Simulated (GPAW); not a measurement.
Crystal: Os.

```
CELL_PARAMETERS angstrom
2.73410 0.00000 0.00000
-1.36705 2.36780 0.00000
0.00000 0.00000 4.31970
ATOMIC_POSITIONS crystal
Os 0.66667 0.33333 0.75000
Os 0.33333 0.66667 0.25000
```

Program: GPAW 26.7.0. Alike in all runs: task band structure; spin SOC, no magnetisation; cell as given; k mesh 8 × 8 × 5; cutoff (eV) 600; smearing fermi-dirac 0.05 eV.

Order these runs on this cell by their pressure, lowest first.
A. level PBEsol; potentials or basis PAW data sets generated in the run's folder for this functional, pw; band points 60; spin axis theta (degrees) 0
B. level RPBE; potentials or basis the program's PAW data sets (release 1.2.1) made for this functional, pw; band points 80; spin axis theta (degrees) 0
C. level LDA; potentials or basis the program's PAW data sets (release 1.2.1) made for this functional, pw; band points 80; spin axis theta (degrees) 0
D. level BP86; potentials or basis PAW data sets generated in the run's folder for this functional, pw; band points 60; spin axis theta (degrees) 90

C (-13.2 GPa), A (-5.9 GPa), D (7.2 GPa), B (10.8 GPa).

Caveats: spin-orbit coupling was added after a scalar SCF, so levels and gaps hold it while energy, forces, pressure and moments don't.

Runs at the PBE level aren't shown here.
